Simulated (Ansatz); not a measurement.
# BaTiO3 (P1) in Ansatz: further runs

The runs below take BaTiO3 through single point, with PBE.

Everything below comes from runs of Ansatz 0.2.0. Logs are shortened: lines on timing, memory, paths and dates and some standing lists are left out, and cuts for length are marked.

**1. The structure**

The typed cell holds 5 atoms: a = 4.004 Å, b = 4.004 Å, c = 4.004 Å, α = 89.85°, β = 89.85°, γ = 89.85°.

**2. Single point, PBE, 12.07 Å³/atom (volume scaled by 0.94)**

The input, input.yaml:

```yaml
crystal:
  lattice:
    - [2.7699444496, 1.5992281703, 2.2704176889]
    - [-2.7699444496, 1.5992281703, 2.2704176889]
    - [0.0, -3.1984563407, 2.2704176889]
  atoms:
    - { symbol: Ba, position: [0.03347316, 0.98846853, 0.00183776] }
    - { symbol: Ti, position: [0.50610326, 0.52748478, 0.53723216] }
    - { symbol: O, position: [0.48624715, 0.49714708, 0.97115146] }
    - { symbol: O, position: [0.47408987, 0.98641501, 0.47201237] }
    - { symbol: O, position: [0.97878656, 0.47918459, 0.49646624] }
kpoints:
  mp_grid: { grid: [7, 7, 7] }
scf:
  occupations: { method: fermi_dirac, width: 0.05 }
hamiltonian:
  xc: pbe
  pseudopotentials: { kind: all_electron, lapw: { basis_error: 0.001 } }
output:
  forces: true
  stress: true
  eigenvalues: true
```

Potentials or basis: all-electron LAPW, scalar-relativistic.

Started as:

```console
$ ansatz run input.yaml --threads 4 --pin off --max-ram 12288MiB --backend cpu --events-out ev --progress --plain --runs-dir out
```

Output:

```text
Warning: RAYON_NUM_THREADS=4 ignored (pool sized by the plan → 4); use --threads N
LAPW: plane waves up to 11.814 Å⁻¹, error target 1.0e-3 eV per atom; small_component_spin mean_spin; O in spheres of 0.794 Å, 8 of its electrons in bands, Dirac shells []; Ti in spheres of 0.913 Å, 20 of its electrons in bands, Dirac shells []; Ba in spheres of 1.021 Å, 38 of its electrons in bands, Dirac shells [] (how accurate: hamiltonian.pseudopotentials.lapw.basis_error, Limitations)
Engine: ansatz 0.2.0, x86_64-unknown-linux-gnu
Pseudopotentials: kind: all_electron
Pseudopotential: Ba, LAPW, valence charge 38, lapw/all_electron/scalar/gaussian/Ba, Koelling and Harmon's equation, gaussian nucleus
Pseudopotential: Ti, LAPW, valence charge 20, lapw/all_electron/scalar/gaussian/Ti, Koelling and Harmon's equation, gaussian nucleus
Pseudopotential: O, LAPW, valence charge 8, lapw/all_electron/scalar/gaussian/O, Koelling and Harmon's equation, gaussian nucleus
Functional definition: PBE
  parameter kappa = 0.804
  parameter beta = 0.06672455060314922
  exchange = pbe_x(kappa = kappa, mu = beta*pi^2/3)
  correlation = pbe_c(beta = beta)
Crystal: 5 atoms, lattice volume = 60.345 Å³
Basis set: ecut = 531.7568737581571 eV, 1743 PW (Γ), exchange–correlation at level 2
Bands: 50, of which v1, the nominal top of the filled ones, is band 41 counted from 1 (40 counted from 0)
Symmetry: 1 space group operations
Space group: P1 (ITA 1), of the structure as read, at distance tolerance 3.9e-5 Å
k-points: 172 of 343 (time reversal used)
Non-local potential: Ba, projectors of the file, none
Non-local potential: Ti, projectors of the file, none
Non-local potential: O, projectors of the file, none
Initial density: superposition of atomic densities (chi_scale 0.1, normalization cell, long waves kept (reshape's long-wave potential 0.00 eV rms))
Initial wavefunctions: plane waves of lowest kinetic energy (no species holds an atomic orbital)
Functional: x = pbe(κ = 0.804, μ = 0.2195149727645171), c = pbe(β = 0.06672455060314922)
iter 1 solved again at ethr=1.96e-2 eV; its pass at ethr=1.00e-1 eV (dr2=1.60e1 eV) is discarded
SCF iter   1: F=—  HF=-250764.172151 eV  |F-HF|=—  |Δ(HF+E_count)|=         —  Δρ=1.55e-1  dr2=1.60e1  ethr=1.96e-2  ⟨swp⟩=2.0  Hψ=55513  notcnv=0
preconditioner: auto → Resta (q_TF=auto, 2.871 Å⁻¹)  ε∞=3.3  [insulator: Δε(μ)=6.531 eV  Ē_g=19.579 eV  σ=0.050 eV  W_gap=1.00  n_scr=26 (ndim 8)  ℏωp=29.5 eV  f_vac=0.000  D(μ)=0.00/eV (n_scr^D=0)  ε∞_Penn≈3.3]
SCF iter   2: F=—  HF=-250759.578371 eV  |F-HF|=—  |Δ(HF+E_count)|=    4.59e0  Δρ=7.36e-2  dr2=3.88e0  ethr=1.95e-2  ⟨swp⟩=3.0  Hψ=27188  notcnv=0
SCF iter   3: F=—  HF=-250758.405710 eV  |F-HF|=—  |Δ(HF+E_count)|=    1.17e0  Δρ=3.98e-2  dr2=1.12e0  ethr=4.73e-3  ⟨swp⟩=3.0  Hψ=26874  notcnv=0
iter 4 solved again at ethr=1.14e-4 eV; its pass at ethr=1.36e-3 eV (dr2=9.32e-2 eV) is discarded
SCF iter   4: F=—  HF=-250758.215625 eV  |F-HF|=—  |Δ(HF+E_count)|=         —  Δρ=1.12e-2  dr2=9.28e-2  ethr=1.14e-4  ⟨swp⟩=2.0  Hψ=45772  notcnv=0
the basis was enlarged: its passes take 272.8 KiB over the memory plan, 4 of 4 planned eigensolver slots
SCF iter   5: F=—  HF=-250758.229992 eV  |F-HF|=—  |Δ(HF+E_count)|=   1.44e-2  Δρ=8.44e-3  dr2=5.81e-2  ethr=1.13e-4  ⟨swp⟩=3.0  Hψ=28424  notcnv=0
SCF iter   6: F=—  HF=-250758.217219 eV  |F-HF|=—  |Δ(HF+E_count)|=   1.28e-2  Δρ=3.77e-3  dr2=1.09e-2  ethr=7.09e-5  ⟨swp⟩=2.1  Hψ=26398  notcnv=0
SCF iter   7: F=—  HF=-250758.214126 eV  |F-HF|=—  |Δ(HF+E_count)|=   3.09e-3  Δρ=5.39e-4  dr2=1.86e-4  ethr=1.33e-5  ⟨swp⟩=2.5  Hψ=26124  notcnv=0
SCF iter   8: F=—  HF=-250758.214282 eV  |F-HF|=—  |Δ(HF+E_count)|=   1.57e-4  Δρ=1.46e-4  dr2=1.31e-5  ethr=2.27e-7  ⟨swp⟩=3.0  Hψ=28019  notcnv=0
SCF iter   9: F=—  HF=-250758.214294 eV  |F-HF|=—  |Δ(HF+E_count)|=   1.16e-5  Δρ=4.14e-5  dr2=1.04e-6  ethr=1.59e-8  ⟨swp⟩=3.0  Hψ=28213  notcnv=0
SCF iter  10: F=—  HF=-250758.214294 eV  |F-HF|=—  |Δ(HF+E_count)|=   3.41e-7  Δρ=4.02e-5  dr2=1.10e-6  ethr=1.27e-9  ⟨swp⟩=3.0  Hψ=27815  notcnv=0
SCF iter  11: F=-250758.214294 eV  HF=-250758.214294 eV  |F-HF|=6.58e-8  |Δ(HF+E_count)|=   2.51e-7  Δρ=1.14e-5  dr2=8.68e-8  ethr=1.27e-9  ⟨swp⟩=3.0  Hψ=26405  notcnv=0
SCF 1 converged in 11 iterations: F = -250758.214294 eV  dr2 = 8.68e-8
SCF converged after 11 iterations
Free energy (F): -250758.214294 eV
Harris-Foulkes:  -250758.214294 eV  (|F-HF|=6.58e-8)
Internal energy: -250758.214294 eV  (E = F + TS)
E sigma→0 (E₀):  -250758.214294 eV
Fermi energy:    14.714333 eV
--- Per-component energies (eV) ---
  E_band       = -16005.644294
  E_kinetic    = 265501.525831
  E_xc         = -7247.947411
  E_electrostatic = -509011.792714  (all electrons and nuclei)
  E_smearing   = -0.000000  (= −TS)
  E_closure    = 0.000000  (closes the sum)
  E_atoms      = -250719.731630  (free atoms, spherical and without spin; not in F)
  Σ components = -250758.214294   (vs F -250758.214294, Δ=0.00e0)
  Basis errors (estimates in eV, not in F): energy 5.6e-4 per atom: plane waves 5.2e-4 (3.1e-4 summed), levels above the bands 9.9e-69, relativity 4.9e-8, radial functions 4.7e-5, core shells 6.0e-8; eigenvalues (radial functions only) 1.4e-6; not estimated: angular momenta, meshes, grids; target (lapw.basis_error) 1.0e-3; muffin-tin radii O 0.794 Å, Ti 0.913 Å, Ba 1.021 Å
--- Forces (eV/Å), atoms counted from 1 ---
  atom   1  Ba    -1.44964320    -0.46338738    -0.32916675
  atom   2  Ti     1.09403404     1.94774357    -2.28432361
  atom   3  O      0.23106695    -2.09385124     1.41933199
  atom   4  O     -0.06327724     0.11973389     0.87860180
  atom   5  O      0.18780964     0.48976306     0.31553923
  max |Σ_I F_I| component: 1.73e-5 eV/Å
--- Stress (GPa, compression-positive) ---
       20.421164      -0.081622      -0.266918
       -0.081622      25.975058      -5.610505
       -0.266918      -5.610505      21.883731
  P = ⅓ Tr σ = 22.7600 GPa (227.600 kbar)
--- Band table (eV; the first three rows and the last of 172) ---
  k-point 0: bands = ["-741.0384", "-741.0374", "-741.0359", "-741.0357", "-741.0348", "-516.9171", "-490.7910", "-490.5302", "-490.3905", "-424.1600", "-424.1500", "-424.1341", "-220.6538", "-157.7821", "-157.7794", "-157.7754", "-66.5774", "-66.5761", "-66.5718", "-66.5712", "-66.5697", "-42.4914", "-19.0220", "-18.8245", "-18.7722", "-11.2899", "-3.7277", "-3.1449", "-2.9182", "3.4828", "3.5119", "3.5558", "10.9515", "11.0285", "11.1459", "11.3289", "11.3585", "11.8861", "12.4805", "12.6293", "12.6628", "16.1330", "16.4189", "16.7980", "18.4645", "18.5472", "18.6270", "18.9530", "21.2271", "22.2915"]
  k-point 1: bands = ["-741.0384", "-741.0374", "-741.0359", "-741.0357", "-741.0348", "-516.9171", "-490.7910", "-490.5302", "-490.3905", "-424.1600", "-424.1500", "-424.1341", "-220.6538", "-157.7821", "-157.7794", "-157.7754", "-66.5774", "-66.5761", "-66.5718", "-66.5712", "-66.5697", "-42.4911", "-19.0362", "-18.8240", "-18.7717", "-11.2576", "-3.7088", "-3.1738", "-2.9107", "3.5160", "3.5613", "3.6420", "10.5826", "10.8593", "10.9893", "11.1804", "11.2943", "11.7829", "12.3686", "12.4838", "12.6201", "16.1927", "16.6355", "16.9431", "18.5318", "18.8419", "18.9983", "19.3601", "21.7261", "22.2522"]
  k-point 2: bands = ["-741.0384", "-741.0374", "-741.0359", "-741.0357", "-741.0348", "-516.9171", "-490.7910", "-490.5302", "-490.3905", "-424.1600", "-424.1500", "-424.1341", "-220.6538", "-157.7821", "-157.7794", "-157.7754", "-66.5774", "-66.5761", "-66.5718", "-66.5711", "-66.5697", "-42.4904", "-19.0678", "-18.8228", "-18.7705", "-11.1834", "-3.8072", "-3.0833", "-2.8901", "3.5907", "3.6263", "3.8827", "9.7066", "10.5547", "10.7389", "10.9335", "11.1264", "11.5499", "11.9214", "12.3256", "12.5476", "16.3047", "17.1830", "17.4037", "18.5463", "19.6178", "19.8962", "20.1403", "22.0732", "22.6632"]
  k-point 171: bands = ["-741.0384", "-741.0374", "-741.0359", "-741.0357", "-741.0348", "-516.9171", "-490.7910", "-490.5302", "-490.3905", "-424.1600", "-424.1500", "-424.1341", "-220.6538", "-157.7821", "-157.7794", "-157.7754", "-66.5773", "-66.5762", "-66.5718", "-66.5711", "-66.5697", "-42.4894", "-19.0326", "-18.8541", "-18.8193", "-11.0880", "-3.9335", "-3.0613", "-2.6091", "3.4901", "3.6530", "3.9427", "9.3502", "9.9849", "10.4451", "10.5374", "10.6742", "11.3063", "11.7842", "12.2996", "12.3505", "17.0403", "17.3635", "17.6679", "19.3675", "20.3559", "20.9680", "21.5099", "22.4768", "22.8985"]
```

It took 3.4 min on 4 threads of Intel Xeon at 2.70GHz, shared host; peak memory 1.9 GiB.

What came out:

```
Free energy            : -250758.2143 eV
Pressure               : 22.8 GPa
Largest force          : 3.195 eV/Å
Band gap on the k mesh : 2.95 eV, indirect (least direct gap 3.47 eV)
```

Caveat: spin-orbit coupling is left out, which moves the levels of the heavy elements; an odd mesh through Γ misses points on the zone boundary, where band edges often lie; forces of over 1 eV/Å show positions far from the minimum, so gaps and moduli don't describe the material at rest.

**3. Single point, PBE, 12.33 Å³/atom (volume scaled by 0.96)**

Edit input.yaml of step 2 so:

```diff
@@ -2,5 +2,5 @@
   lattice:
-    - [2.7699444496, 1.5992281703, 2.2704176889]
-    - [-2.7699444496, 1.5992281703, 2.2704176889]
-    - [0.0, -3.1984563407, 2.2704176889]
+    - [2.7894517434, 1.6104907116, 2.2864070727]
+    - [-2.7894517434, 1.6104907116, 2.2864070727]
+    - [0.0, -3.2209814232, 2.2864070727]
   atoms:
```

Potentials or basis: all-electron LAPW, scalar-relativistic.

Started as:

```console
$ ansatz run input.yaml --threads 4 --pin off --max-ram 12288MiB --backend cpu --events-out ev --progress --plain --runs-dir out
```

Wall time 2.9 min (4 threads of Intel Xeon at 2.70GHz, shared host); peak memory 1.8 GiB.

It converged, with:

| Item | Value |
| --- | --- |
| Free energy | -250758.3766 eV |
| Pressure | 17.8 GPa |
| Largest force | 2.834 eV/Å |
| Band gap on the k mesh | 2.89 eV, indirect (least direct gap 3.42 eV) |

Caveat: spin-orbit coupling is left out, which moves the levels of the heavy elements; an odd mesh through Γ misses points on the zone boundary, where band edges often lie; forces of over 1 eV/Å show positions far from the minimum, so gaps and moduli don't describe the material at rest.

**4. Single point, PBE, 12.58 Å³/atom (volume scaled by 0.98)**

Edit input.yaml of step 3 so:

```diff
@@ -2,5 +2,5 @@
   lattice:
-    - [2.7894517434, 1.6104907116, 2.2864070727]
-    - [-2.7894517434, 1.6104907116, 2.2864070727]
-    - [0.0, -3.2209814232, 2.2864070727]
+    - [2.8086899495, 1.6215978951, 2.3021758956]
+    - [-2.8086899495, 1.6215978951, 2.3021758956]
+    - [0.0, -3.2431957902, 2.3021758956]
   atoms:
```

Started as:

```console
$ ansatz run input.yaml --threads 4 --pin off --max-ram 12288MiB --backend cpu --events-out ev --progress --plain --runs-dir out
```

Run time: 2.5 min. Hardware: 4 threads of Intel Xeon at 2.70GHz, shared host; peak memory 1.8 GiB.

Results (log left out):

| Property | Result |
| --- | --- |
| Free energy | -250758.5015 eV |
| Pressure | 13.4 GPa |
| Largest force | 2.498 eV/Å |
| Band gap on the k mesh | 2.83 eV, indirect (least direct gap 3.37 eV) |

Caveat: spin-orbit coupling is left out, which moves the levels of the heavy elements; an odd mesh through Γ misses points on the zone boundary, where band edges often lie; forces of over 1 eV/Å show positions far from the minimum, so gaps and moduli don't describe the material at rest.

**5. Single point, PBE, 12.84 Å³/atom**

Edit input.yaml of step 4 so:

```diff
@@ -2,5 +2,5 @@
   lattice:
-    - [2.8086899495, 1.6215978951, 2.3021758956]
-    - [-2.8086899495, 1.6215978951, 2.3021758956]
-    - [0.0, -3.2431957902, 2.3021758956]
+    - [2.82766816, 1.63255497, 2.31773161]
+    - [-2.82766816, 1.63255497, 2.31773161]
+    - [0.0, -3.26510994, 2.31773161]
   atoms:
```

Started as:

```console
$ ansatz run input.yaml --threads 4 --pin off --max-ram 12288MiB --backend cpu --events-out ev --progress --plain --runs-dir out
```

Run time: 2.9 min. Hardware: 4 threads of Intel Xeon at 2.70GHz, shared host; peak memory 1.8 GiB.

Results (log left out):

```yaml
Free_energy: -250758.5927 eV
Pressure: 9.4 GPa
Largest_force: 2.185 eV/Å
Band_gap_on_the_k_mesh: 2.77 eV, indirect (least direct gap 3.32 eV)
```

Caveat: spin-orbit coupling is left out, which moves the levels of the heavy elements; an odd mesh through Γ misses points on the zone boundary, where band edges often lie; forces of over 1 eV/Å show positions far from the minimum, so gaps and moduli don't describe the material at rest.

**6. Single point, PBE, 13.10 Å³/atom (volume scaled by 1.02)**

Edit input.yaml of step 5 so:

```diff
@@ -2,5 +2,5 @@
   lattice:
-    - [2.82766816, 1.63255497, 2.31773161]
-    - [-2.82766816, 1.63255497, 2.31773161]
-    - [0.0, -3.26510994, 2.31773161]
+    - [2.846394985, 1.6433669074, 2.3330812733]
+    - [-2.846394985, 1.6433669074, 2.3330812733]
+    - [0.0, -3.2867338148, 2.3330812733]
   atoms:
```

Potentials or basis: all-electron LAPW, scalar-relativistic.

Started as:

```console
$ ansatz run input.yaml --threads 4 --pin off --max-ram 12288MiB --backend cpu --events-out ev --progress --plain --runs-dir out
```

It took 2.9 min on 4 threads of Intel Xeon at 2.70GHz, shared host; peak memory 1.7 GiB.

It converged, with:

```yaml
Free_energy: -250758.6534 eV
Pressure: 5.8 GPa
Largest_force: 1.898 eV/Å
Band_gap_on_the_k_mesh: 2.72 eV, indirect (least direct gap 3.27 eV)
```

Caveat: spin-orbit coupling is left out, which moves the levels of the heavy elements; an odd mesh through Γ misses points on the zone boundary, where band edges often lie; forces of over 1 eV/Å show positions far from the minimum, so gaps and moduli don't describe the material at rest.

**7. Single point, PBE, 13.35 Å³/atom (volume scaled by 1.04)**

Edit input.yaml of step 6 so:

```diff
@@ -2,5 +2,5 @@
   lattice:
-    - [2.846394985, 1.6433669074, 2.3330812733]
-    - [-2.846394985, 1.6433669074, 2.3330812733]
-    - [0.0, -3.2867338148, 2.3330812733]
+    - [2.8648785872, 1.6540384201, 2.3482315762]
+    - [-2.8648785872, 1.6540384201, 2.3482315762]
+    - [0.0, -3.3080768402, 2.3482315762]
   atoms:
```

Started as:

```console
$ ansatz run input.yaml --threads 4 --pin off --max-ram 12288MiB --backend cpu --events-out ev --progress --plain --runs-dir out
```

Run time: 2.7 min. Hardware: 4 threads of Intel Xeon at 2.70GHz, shared host; peak memory 1.7 GiB.

The run converged. Its results:

```yaml
Free_energy: -250758.6866 eV
Pressure: 2.6 GPa
Largest_force: 1.637 eV/Å
Band_gap_on_the_k_mesh: 2.66 eV, indirect (least direct gap 3.21 eV)
```

Caveat: spin-orbit coupling is left out, which moves the levels of the heavy elements; an odd mesh through Γ misses points on the zone boundary, where band edges often lie; forces of over 1 eV/Å show positions far from the minimum, so gaps and moduli don't describe the material at rest.

**8. Single point, PBE, 13.61 Å³/atom (volume scaled by 1.06)**

Edit input.yaml of step 7 so:

```diff
@@ -2,5 +2,5 @@
   lattice:
-    - [2.8648785872, 1.6540384201, 2.3482315762]
-    - [-2.8648785872, 1.6540384201, 2.3482315762]
-    - [0.0, -3.3080768402, 2.3482315762]
+    - [2.8831267135, 1.6645739807, 2.3631888685]
+    - [-2.8831267135, 1.6645739807, 2.3631888685]
+    - [0.0, -3.3291479614, 2.3631888685]
   atoms:
```

Started as:

```console
$ ansatz run input.yaml --threads 4 --pin off --max-ram 12288MiB --backend cpu --events-out ev --progress --plain --runs-dir out
```

Run time: 2.5 min. Hardware: 4 threads of Intel Xeon at 2.70GHz, shared host; peak memory 1.7 GiB.

The run converged. Its results:

- Free energy: -250758.6951 eV
- Pressure: -0.4 GPa
- Largest force: 1.404 eV/Å
- Band gap on the k mesh: 2.60 eV, indirect (least direct gap 3.16 eV)

Caveat: spin-orbit coupling is left out, which moves the levels of the heavy elements; an odd mesh through Γ misses points on the zone boundary, where band edges often lie; forces of over 1 eV/Å show positions far from the minimum, so gaps and moduli don't describe the material at rest.
